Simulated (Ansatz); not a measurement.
An Ansatz input and the part of its output that reports the observables at the nuclei.

The cell is an entry of the Crystallography Open Database (COD), taken as it stands.

```yaml
crystal:
  lattice:
    - [4.499, 0.0, 0.0]
    - [0.0, 4.499, 0.0]
    - [0.0, 0.0, 3.146]
  atoms:
    - { symbol: Ir, position: [0.0, 0.0, 0.0], spin: 1.0 }
    - { symbol: Ir, position: [0.5, 0.5, 0.5], spin: 1.0 }
    - { symbol: O, position: [0.311, 0.311, 0.0] }
    - { symbol: O, position: [0.189, 0.811, 0.5] }
    - { symbol: O, position: [0.689, 0.689, 0.0] }
    - { symbol: O, position: [0.811, 0.189, 0.5] }
magnetization:
  spin_polarized: true
kpoints:
  mp_grid: { grid: [10, 10, 15] }
scf:
  occupations: { method: fermi_dirac, width: 0.05 }
hamiltonian:
  xc: pbe
  pseudopotentials: { kind: paw }
output:
  forces: true
  stress: true
  populations: true
  efg:
    quadrupole_moments_barn: { Ir: 0.751, O: -0.02558 }
    contact_densities: true
```

```sh
ansatz run input.yaml --threads 1 --pin off --max-ram 3072MiB --backend cpu --events-out ev --progress --plain --runs-dir out
```

Of the output, the block on the nuclei alone is shown; the set-up, the SCF iterations, energies, forces and stress are cut. One atom of each set with nearly equal values is shown.

```
--- PAW observables at the nuclei: V_zz in 10²¹ V/m², potentials from the cell's mean, atoms counted from 1 ---
  atom   1  Ir V_zz =   -15.662792   η = 0.1342   by run symmetry: allowed   C_q = -284.4222 MHz
            electrostatic potential = -15783.191892 V   contact ρ = 11166037.203439 e/Å³   contact ρ_s (e/Å³): all electrons +0.000060, valence +0.000052
  atom   3  O  V_zz =    -9.614506   η = 0.1952   by run symmetry: allowed   C_q = +5.9468 MHz
            electrostatic potential = -629.775908 V   contact ρ = 2156.711686 e/Å³   contact ρ_s (e/Å³): all electrons -0.000006, valence -0.000007
```

The run took 28 s of wall time (28 s of CPU time) and 0.84 GiB at its peak, on 1 thread of Intel Xeon 6975P-C (Granite Rapids) (x86_64; 16 cores open to the job, memory cap 3.0 GiB, no GPU), a shared host with a load of 0.1 a core.

At this cell the PBE pressure is 8 GPa (principal stresses up to 13 GPa in size), so with PBE the cell would grow if it were relaxed. The entry's cell may itself be off. The largest force is 0.6 eV/Å, so the atoms aren't at the calculated equilibrium and relaxing them would move these values. With no gap above 0.1 eV, as in a metal, the gradients converge slowly in k; expect changes of a tenth or more on a denser mesh. Spin–orbit coupling is left out, which shifts gradients on Ir by a few per cent in wide-gap crystals, and can shift them far more where the calculated gap is small or absent, as here. Semilocal functionals can leave a metal where correlation in the d or f shell opens a gap in the real compound, and that would change the values at and beside Ir. The start moments die out, and the run ends without spin.
